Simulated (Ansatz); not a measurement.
**Compressing TiO2: a fit and a missing row**

TiO2, I4_1/amd, a = 3.818 Å, c = 9.776 Å. The compound has several low-lying forms, and this is one of them. Ansatz: PBE+U, PAW, 420 eV, Γ-centred 6×6×6 mesh on 6 atoms, Gaussian smearing 0.02 eV; U_eff Ti 4.00 eV; no spin polarisation. Shape and atoms are relaxed at each volume; pressure is positive in compression.

```tsv
V (Å³/atom)	P (GPa)
10.450	25.78
10.806	?
11.162	11.64
11.519	5.52
11.875	0.01
12.231	-4.86
12.587	-9.13
13.062	-13.93
```

Question: Take V0 = 11.875 Å³/atom, count pressures from its P0 = 0.01 GPa, fit the third-order Birch–Murnaghan form to the other rows, and predict the missing pressure.

Answer: With the Eulerian strain f = ½[(V0/V)^(2/3) − 1] and y = (P − P0)/[3f(1 + 2f)^(5/2)], the form is the line y = B0 + 1.5 B0 (B0′ − 4) f. Rows (f, y): 0.04448, 156.1; 0.02107, 166.0; 0.01025, 170.3; -0.00975, 174.9; -0.01904, 176.3; -0.03077, 177.0. Means f = 0.002707, y = 170.10; Σ(Δf)² = 0.003888, ΣΔfΔy = -1.084; the slope is their ratio. y = 170.9 − 278.9 f GPa, so B0 = 170.9 GPa and B0′ = 4 + 2 × (-278.9)/(3 × 170.9) = 2.91. At V = 10.806, f = 0.03245, y = 161.85 and P = 18.45 GPa. The run gave 18.47 GPa, so the fit is 0.02 GPa too low, within the rms miss on the fitted rows (0.19 GPa).